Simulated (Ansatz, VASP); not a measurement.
## Ti3Al in VASP and in Ansatz

```xyz
4
Lattice="0.0000 3.2603 3.2603 3.2603 0.0000 3.2603 3.2603 3.2603 0.0000" Properties=species:S:1:pos:R:3 pbc="T T T"
Ti    4.8904    4.8904    4.8904
Ti    1.6301    1.6301    1.6301
Ti    0.0000    0.0000    0.0000
Al    3.2603    3.2603    3.2603
```

The cell comes from a database or a generator and needn't be the stable form of this composition.

Alike in both runs: task single point; functional r2SCAN; k mesh 6 × 6 × 6; no spin polarisation.

```csv
,VASP,Ansatz
version,VASP 6.6.1,Ansatz 0.2.0
potentials or method,"VASP PAW PBE potentials, release 64 (Ti_sv, Al)","plane waves, PAW"
plane-wave cutoff (eV),520,600
occupations,"methfessel-paxton of order 1, width 0.15 eV","cold, width 0.15 eV"
valence electrons in the cell,39,39
```

```csv
,VASP,Ansatz,Ansatz less VASP
pressure (GPa),-4.6,-5.0,-0.37
```

Ansatz warned: «stress_scf_threshold_loose».

Caveats: the PAW data sets were made with another functional, which shifts forces and pressure a little (VASP).
